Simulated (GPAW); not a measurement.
Write an ASE script for GPAW 26.7.0 that does the following.

- Task: band structure
- Functional: PBE
- Potentials or basis: GPAW PAW data sets (gpaw-data 1.2.1)
- Cutoff: 600 eV
- Basis: pw
- k mesh: 6 × 6 × 6
- Occupations: fermi-dirac, width 0.05 eV
- Spin: spin-orbit coupling, no magnetisation
- Maxiter: 150
- Band path: GXWKGLUWLK,UX
- Band points: 80
- spin axis theta (degrees): 0
- spin axis phi (degrees): 0
- Soc after scf: second variation

The structure of InAs lies in InAs.xyz:

```xyz
2
Lattice="0.0000000000 3.0180000000 3.0180000000 3.0180000000 0.0000000000 3.0180000000 3.0180000000 3.0180000000 0.0000000000" Properties=species:S:1:pos:R:3 pbc="T T T"
In     0.0000000000      0.0000000000      0.0000000000
As     4.5270000000      4.5270000000      4.5270000000
```

These files were run (other wordings do the same):

run.py

```python
import numpy as np
from ase.dft.bandgap import bandgap
from ase.io import read, write
from ase.units import GPa
from gpaw import GPAW, PW
from gpaw.spinorbit import soc_eigenstates

atoms = read('InAs.xyz')

calc = GPAW(mode=PW(600),
            xc='PBE',
            kpts={'size': (6, 6, 6), 'gamma': True},
            occupations={'name': 'fermi-dirac', 'width': 0.05},
            nbands=18,
            convergence={'density': 1e-05, 'energy': 1e-05},
            maxiter=150,
            txt='gpaw.txt')
atoms.calc = calc
energy = atoms.get_potential_energy()
forces = atoms.get_forces()
stress = atoms.get_stress()
calc.write('gs.gpw')
write('result.traj', atoms)
print(f'Energy: {energy:.6f} eV')
print('Forces (eV/A):')
print(forces.round(4))
print('Stress (GPa):', (stress / GPa).round(3))
print('Fermi level:', round(calc.get_fermi_level(), 4), 'eV')
print(f'Gap: {bandgap(calc)[0]:.4f} eV, direct: {bandgap(calc, direct=True)[0]:.4f} eV')

path = atoms.cell.bandpath('GXWKGLUWLK,UX', npoints=80, eps=1e-4)
bs_calc = calc.fixed_density(kpts=path, symmetry='off', nbands=30,
                             convergence={'bands': 'CBM+6.0', 'eigenstates': 1e-6}, txt='bands.txt')
bs = bs_calc.band_structure()
bs.write('bs.json')
print(f'Gap on the path: {bandgap(bs_calc)[0]:.4f} eV')

soc = soc_eigenstates(bs_calc, theta=0, phi=0)
np.savetxt('soc_bands.dat', soc.eigenvalues(), fmt='%.4f')
mesh = soc_eigenstates('gs.gpw', theta=0, phi=0)
np.savetxt('soc_mesh.dat', mesh.eigenvalues(), fmt='%.4f')
print('Fermi level with spin-orbit coupling:', round(mesh.fermi_level, 4), 'eV')
```

Potentials or basis: GPAW PAW data sets (gpaw-data 1.2.1), pw.

Launch:

```sh
$ OMP_NUM_THREADS=1 python run.py
```

It gave:

The pressure is 4.1 GPa and the band gap along the path is none (metal or under the smearing width).

Caveat: spin-orbit coupling was added after a scalar SCF, so levels and gaps hold it while energy, forces, pressure and moments don't; this program's spin-orbit splittings come out too wide for heavy elements; this crystal is a semiconductor, whose small gap the functional closes, so the metal is an error of the method.

It took 43 s on 1 thread of Arm Neoverse V1 (shared host), peak memory 0.3 GiB.
